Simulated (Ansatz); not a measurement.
# HfS2: the cost of one run

Program: Ansatz 0.2.0. Level of theory: DFT PBE+D3(BJ), scalar-relativistic, plane waves, PAW. These are calculated values, not measurements.

2 further runs of the same task are left out: 2 set aside as unsound or not needed.

## Step 1: The system as given

Symmetry: P-3m1, No. 164, trigonal system. The conventional cell has a = 3.606 Å, b = 3.606 Å, c = 5.770 Å, α = 90.00°, β = 90.00°, γ = 120.00°. Around Hf (site symmetry -3m) lie 6 S at 2.54 Å. S (site symmetry 3m) has 3 Hf at 2.54 Å as nearest neighbours.

Structure file:

```xyz
3
Lattice="3.6063 0.0000 0.0000 -1.8032 3.1232 0.0000 0.0000 0.0000 5.7701" Properties=species:S:1:pos:R:3 pbc="T T T"
Hf    0.0000    0.0000    0.0000
S     1.8032    1.0411    4.3140
S     0.0000    2.0821    1.4561
```

It goes back to an entry of the Materials Project.

It is the result of an earlier relaxation at this level (volume 21.66 Å³/atom; gap on the mesh: 0.89 eV).

The unstrained cell was computed beforehand with the same settings: E(σ→0) = -17531.1635 eV for 3 atoms, gap 0.85 eV over the zone.

## Step 2: The cell strained by -1.5 %

input.yaml

```yaml
crystal:
  lattice:
    - [3.5522500953, 0.0, 0.0]
    - [-1.7761250477, 3.1348985723, 0.0]
    - [0.0, 0.0, 5.7917461479]
  atoms:
    - { symbol: Hf, position: [0.0, 0.0, 0.0] }
    - { symbol: S, position: [0.6666666667, 0.3333333333, 0.7476470208] }
    - { symbol: S, position: [0.3333333333, 0.6666666667, 0.2523529792] }
basis:
  ecutwfc: 420
kpoints:
  mp_grid: { grid: [9, 9, 6] }
hamiltonian:
  xc: pbe
  dispersion: d3bj
scf:
  occupations: { method: gaussian, width: 0.02 }
output:
  forces: true
  stress: true
  eigenvalues: true
relax:
  adjacent_minimum: "off"
  f_tol: 0.008
  max_steps: 40
  cell: { stress_tol: 0.015, fix: [a, angles] }
```

The run is started by

```
> ansatz run input.yaml --threads 1 --pin off --max-ram 1331MiB --backend cpu --events-out ev --progress --plain --runs-dir out
```

What time and memory should one allow on 1 thread of an Arm CPU, shared host?

About 3.3 min, with a peak of 0.59 GiB.
